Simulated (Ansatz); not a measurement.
# Ti (Titanium): the cost of one run

Computed with Ansatz 0.2.0 (DFT RPBE, scalar-relativistic, plane waves, PAW, unless a step's input says otherwise).

**1. The system as given**

It takes space group P6_3/mmc (No. 194, hexagonal). The conventional cell has a = 2.967 Å, b = 2.967 Å, c = 4.695 Å, α = 90.00°, β = 90.00°, γ = 120.00°. Ti (site symmetry -6m2) has 12 Ti at 2.91 to 2.97 Å as nearest neighbours.

As a file:

```xyz
2
Lattice="2.9671 0.0000 0.0000 -1.4835 2.5696 0.0000 0.0000 0.0000 4.6945" Properties=species:S:1:pos:R:3 pbc="T T T"
Ti    0.0000    1.7130    1.1736
Ti    1.4835    0.8565    3.5209
```

This cell was relaxed beforehand with the same method: volume 17.90 Å³/atom, gap on the mesh none (metal).

**2. Cutting the slab**

Miller indices refer to the conventional cell of the relaxed bulk, P6_3/mmc (No. 194): a = 2.967 Å, b = 2.967 Å, c = 4.695 Å, α = 90.00°, β = 90.00°, γ = 120.00°.

A (001) slab, 4.7 Å thick as cut, with 17 Å of vacuum, in a 2×2 surface cell; its outer planes are Ti (top) and Ti (bottom).

The slab as cut. Its planes from the bottom up:

```tsv
plane	atoms per cell	height over the lowest (Å)
1	Ti4	0.00
2	Ti4	2.35
3	Ti4	4.69
```

**3. Relaxing the clean slab**

The input, input.yaml:

```yaml
crystal:
  lattice:
    - [5.9341720057, 0.0, 0.0]
    - [-2.9670860029, 5.1391437074, 0.0]
    - [0.0, 0.0, 21.6945266379]
  atoms:
    - { symbol: Ti, position: [0.1666666667, 0.3333333333, 0.3918038933] }
    - { symbol: Ti, position: [0.1666666667, 0.8333333333, 0.3918038933] }
    - { symbol: Ti, position: [0.6666666667, 0.3333333333, 0.3918038933] }
    - { symbol: Ti, position: [0.6666666667, 0.8333333333, 0.3918038933] }
    - { symbol: Ti, position: [0.3333333333, 0.1666666667, 0.5] }
    - { symbol: Ti, position: [0.3333333333, 0.6666666667, 0.5] }
    - { symbol: Ti, position: [0.8333333333, 0.1666666667, 0.5] }
    - { symbol: Ti, position: [0.8333333333, 0.6666666667, 0.5] }
    - { symbol: Ti, position: [0.1666666667, 0.3333333333, 0.6081961067] }
    - { symbol: Ti, position: [0.1666666667, 0.8333333333, 0.6081961067] }
    - { symbol: Ti, position: [0.6666666667, 0.3333333333, 0.6081961067] }
    - { symbol: Ti, position: [0.6666666667, 0.8333333333, 0.6081961067] }
basis:
  ecutwfc: 420
kpoints:
  mp_grid: { grid: [6, 6, 1] }
hamiltonian:
  xc: rpbe
scf:
  occupations: { method: gaussian, width: 0.1 }
output:
  forces: true
  eigenvalues: true
relax:
  adjacent_minimum: "off"
  f_tol: 0.03
  max_steps: 70
  constraints: [{ sites: [0, 1, 2, 3] }]
efield:
  axis: 3
  dipole_correction: true
```

Started as:

```
$ ansatz run input.yaml --threads 2 --pin off --max-ram 5120MiB --backend cpu --events-out ev --progress --plain --runs-dir out
```

**Question.** How long does this run take on 2 threads of Arm Neoverse V1, shared host, and how much memory does it need?

About 67 s, with a peak of 1.1 GiB.
